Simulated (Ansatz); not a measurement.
## C (diamond) under strain

C (diamond), relaxed with r2SCAN in the plane-wave code Ansatz. Space group Fd-3m (No. 227), cubic; conventional cell a = 3.560 Å, 5.64 Å³ an atom. C is surrounded by 4 C at 1.54 Å.

The axes x, y and z are those of this cell:
```yaml
crystal:
  lattice:
    - [0.00000, 1.78012, 1.78012]
    - [1.78012, 0.00000, 1.78012]
    - [1.78012, 1.78012, 0.00000]
  atoms:
    - { symbol: C, position: [0.00000, 0.00000, 0.00000] }
    - { symbol: C, position: [0.25000, 0.25000, 0.25000] }
```

Unstrained: PBE gives an indirect gap of 4.148 eV, from Γ to Γ–X (0.73 of the way from Γ); the least direct gap is 5.609 eV at Γ. r2SCAN gives an indirect gap of 4.361 eV, from Γ to Γ–X (0.73 of the way from Γ); the least direct gap is 5.896 eV at Γ. The HSE06 gap is indirect, 5.300 eV (Γ to Γ–X (0.73 of the way from Γ)), below the direct gap of 6.994 eV at Γ. Meshes: PBE 12×12×12, r2SCAN 12×12×12, HSE06 8×8×8. Strains are changes of length per length. After each strain the atoms were relaxed again with r2SCAN within the symmetry that the strain leaves, so tilts or polar shifts that break it weren't tested; points keep the names that they have in the unstrained zone. No spin polarisation and no zero-point or thermal motion.

Changes of the least gap in eV (an overlap counts as a negative gap):
```json
{"strain": "uniaxial -4.0 % along z", "volume change (%)": "-4.0", "space group": "I4_1/amd", "PBE": "-0.977", "r2SCAN": "-1.023", "HSE06": "–", "G0W0@PBE (mesh)": "-0.97", "energy rise, r2SCAN (meV/atom)": "32.5"}
{"strain": "uniaxial -3.0 % along z", "volume change (%)": "-3.0", "space group": "I4_1/amd", "PBE": "-0.728", "r2SCAN": "-0.762", "HSE06": "–", "G0W0@PBE (mesh)": "-0.72", "energy rise, r2SCAN (meV/atom)": "18.1"}
{"strain": "uniaxial -2.0 % along z", "volume change (%)": "-2.0", "space group": "I4_1/amd", "PBE": "-0.482", "r2SCAN": "-0.505", "HSE06": "–", "G0W0@PBE (mesh)": "-0.48", "energy rise, r2SCAN (meV/atom)": "8.0"}
{"strain": "uniaxial -1.0 % along z", "volume change (%)": "-1.0", "space group": "I4_1/amd", "PBE": "-0.241", "r2SCAN": "-0.250", "HSE06": "-0.250", "G0W0@PBE (mesh)": "-0.24", "energy rise, r2SCAN (meV/atom)": "2.0"}
{"strain": "uniaxial +1.0 % along z", "volume change (%)": "+1.0", "space group": "I4_1/amd", "PBE": "-0.150", "r2SCAN": "-0.157", "HSE06": "-0.159", "G0W0@PBE (mesh)": "-0.15", "energy rise, r2SCAN (meV/atom)": "1.9"}
{"strain": "uniaxial +2.0 % along z", "volume change (%)": "+2.0", "space group": "I4_1/amd", "PBE": "-0.295", "r2SCAN": "-0.311", "HSE06": "-0.313", "G0W0@PBE (mesh)": "-0.31", "energy rise, r2SCAN (meV/atom)": "7.7"}
{"strain": "uniaxial +3.0 % along z", "volume change (%)": "+3.0", "space group": "I4_1/amd", "PBE": "-0.437", "r2SCAN": "-0.461", "HSE06": "-0.463", "G0W0@PBE (mesh)": "-0.45", "energy rise, r2SCAN (meV/atom)": "17.1"}
{"strain": "uniaxial +4.0 % along z", "volume change (%)": "+4.0", "space group": "I4_1/amd", "PBE": "-0.577", "r2SCAN": "-0.608", "HSE06": "-0.612", "G0W0@PBE (mesh)": "-0.60", "energy rise, r2SCAN (meV/atom)": "30.2"}
```
Unstrained, G0W0@PBE with 47 empty bands, a screening cutoff of 150 eV and a 6×6×6 mesh gives 5.47 eV on its mesh; the band count follows the volume. The G0W0 figures hold for the stated bands, cutoff and mesh and aren't extrapolated.

Uniaxial -4.0 % along z, other directions held. r2SCAN: the gap goes from 4.361 to 3.338 eV (-1.023 eV); the edges go from Γ → Γ–X (0.73) to Γ → Γ–X (0.74); with r2SCAN the top three valence levels at Γ, degenerate before, become 1+2 from the top over 637 meV. Stress change with r2SCAN, compression positive: xx +6.36, yy +6.36, zz +46.87 GPa.

Uniaxial -3.0 % along z, other directions held. r2SCAN: the gap goes from 4.361 to 3.599 eV (-0.762 eV); the edges go from Γ → Γ–X (0.73) to Γ → Γ–X (0.74); with r2SCAN the top three valence levels at Γ, degenerate before, become 1+2 from the top over 478 meV. Stress change with r2SCAN, compression positive: xx +4.46, yy +4.46, zz +34.70 GPa.

Uniaxial -2.0 % along z, other directions held. r2SCAN: the gap goes from 4.361 to 3.856 eV (-0.505 eV); with r2SCAN the top three valence levels at Γ, degenerate before, become 1+2 from the top over 318 meV. Stress change with r2SCAN, compression positive: xx +2.78, yy +2.78, zz +22.83 GPa.

Uniaxial -1.0 % along z, other directions held. HSE06: the gap goes from 5.300 to 5.050 eV (-0.250 eV); with r2SCAN the top three valence levels at Γ, degenerate before, become 1+2 from the top over 159 meV. Stress change with r2SCAN, compression positive: xx +1.29, yy +1.29, zz +11.27 GPa.

Uniaxial +1.0 % along z, other directions held. HSE06: the gap goes from 5.300 to 5.141 eV (-0.159 eV); with r2SCAN the top three valence levels at Γ, degenerate before, become 2+1 from the top over 159 meV. Stress change with r2SCAN, compression positive: xx -1.11, yy -1.11, zz -10.97 GPa.

Uniaxial +2.0 % along z, other directions held. HSE06: the gap goes from 5.300 to 4.987 eV (-0.313 eV); the edges go from Γ → Γ–X (0.73) to (-0.003, -0.003, -0.005) → Γ–X (0.73); with r2SCAN the top three valence levels at Γ, degenerate before, become 2+1 from the top over 317 meV. Stress change with r2SCAN, compression positive: xx -2.06, yy -2.06, zz -21.66 GPa.

Uniaxial +3.0 % along z, other directions held. HSE06: the gap goes from 5.300 to 4.837 eV (-0.463 eV); with r2SCAN the top three valence levels at Γ, degenerate before, become 2+1 from the top over 475 meV. Stress change with r2SCAN, compression positive: xx -2.84, yy -2.84, zz -32.06 GPa.

Uniaxial +4.0 % along z, other directions held. HSE06: the gap goes from 5.300 to 4.688 eV (-0.612 eV); with r2SCAN the top three valence levels at Γ, degenerate before, become 2+1 from the top over 632 meV. Stress change with r2SCAN, compression positive: xx -3.47, yy -3.47, zz -42.18 GPa.

Where an edge lies off the special points, it is a point of the mesh or the k point where a search put PBE's edge or least direct gap, reused for the other functionals, whose own edges may lie a little apart.

Coordinates of k points refer to the reciprocal vectors of the primitive cell of the runs.

The meshes of the hybrids are coarse, so their gaps aren't converged to the digits shown.

The splittings at Γ are without spin-orbit coupling, which regroups them where it is of like size or larger.
